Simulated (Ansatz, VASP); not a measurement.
CdTe in VASP and in Ansatz

```xyz
2
Lattice="0.0000 3.1835 3.1835 3.1835 0.0000 3.1835 3.1835 3.1835 0.0000" Properties=species:S:1:pos:R:3 pbc="T T T"
Te    4.7752    4.7752    4.7752
Cd    0.0000    0.0000    0.0000
```

Alike in both runs: task single point; functional BLYP; k mesh 7 × 7 × 7; occupations fermi-dirac, width 0.05 eV; no spin polarisation.

```csv
,VASP,Ansatz
version,VASP 6.6.1,Ansatz 0.2.0
potentials or method,"VASP PAW PBE potentials, release 64 (Te, Cd)",Ansatz PAW
plane-wave cutoff (eV),520,420
valence electrons in the cell,18,36
```

|  | VASP | Ansatz | Ansatz less VASP |
| --- | --- | --- | --- |
| gap on the k mesh at the Fermi level (eV) | 0.89 | 0.85 | -0.041 |
| least direct gap on the mesh (eV) | 0.89 | 0.85 | -0.041 |
| pressure (GPa) | 8.5 | 8.2 | -0.36 |

The two sets of potentials don't hold the same shells in valence.

Caveats: spin-orbit coupling is left out, which moves the levels of the heavy elements; the PAW data sets were made with another functional, which shifts forces and pressure a little (VASP); odd divisions of the mesh miss points on the zone boundary, where band edges often lie, so the gap on the mesh can be too wide (Ansatz); the PAW data sets come from PBE, with cores solved anew for the run's functional, which leaves a small shift of forces and pressure (Ansatz).
